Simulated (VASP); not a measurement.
A run of VASP 6.6.1 is set up as follows.

INCAR

```
SYSTEM = Ru
ALGO     = Normal         ! electronic algorithm
EDIFF    = 1E-7           ! SCF threshold, eV
EDIFFG   = -0.005         ! ionic threshold
ENCUT    = 600            ! plane-wave cutoff, eV
IBRION   = 2              ! ionic algorithm
ISIF     = 3              ! what is computed and relaxed
ISMEAR   = -1             ! smearing method
LASPH    = .TRUE.         ! aspherical terms in the spheres
LCHARG   = .FALSE.        ! write CHGCAR
LMIXTAU  = .TRUE.       
LREAL    = .FALSE.        ! projectors in reciprocal space
LWAVE    = .FALSE.        ! write WAVECAR
METAGGA  = SCAN           ! meta-GGA
NELM     = 60             ! most SCF steps
NSW      = 60             ! ionic steps
PREC     = Accurate       ! precision mode
SIGMA    = 0.05           ! smearing width, eV
```

Contents of KPOINTS:

```
k-points
0
G
  11 11 6
  0 0 0
```

Contents of POSCAR:

```
Ru
1.0
    2.7058000000      0.0000000000      0.0000000000
   -1.3529000000      2.3432915376      0.0000000000
    0.0000000000      0.0000000000      4.2819000000
Ru
2
Direct
    0.6666666667      0.3333333333      0.7500000000
    0.3333333333      0.6666666667      0.2500000000
```

Potentials or basis: VASP PAW PBE potentials, release 64 (Ru_pv).

Run with:

```bash
$ cat potpaw_PBE.64/Ru_pv/POTCAR > POTCAR
$ mpirun -np 1 vasp_std > vasp.out
```

(1) Estimate the space group after relaxing (to 0.05 Å).

(2) Predict the band gap on the k mesh.

(3) Predict the relaxed cell.

Answers

(1) P6_3/mmc (No. 194).

(2) none (metal or under the smearing width).

(3) a = 2.696 Å, b = 2.696 Å, c = 4.251 Å, α = 90.00°, β = 90.00°, γ = 120.00°.
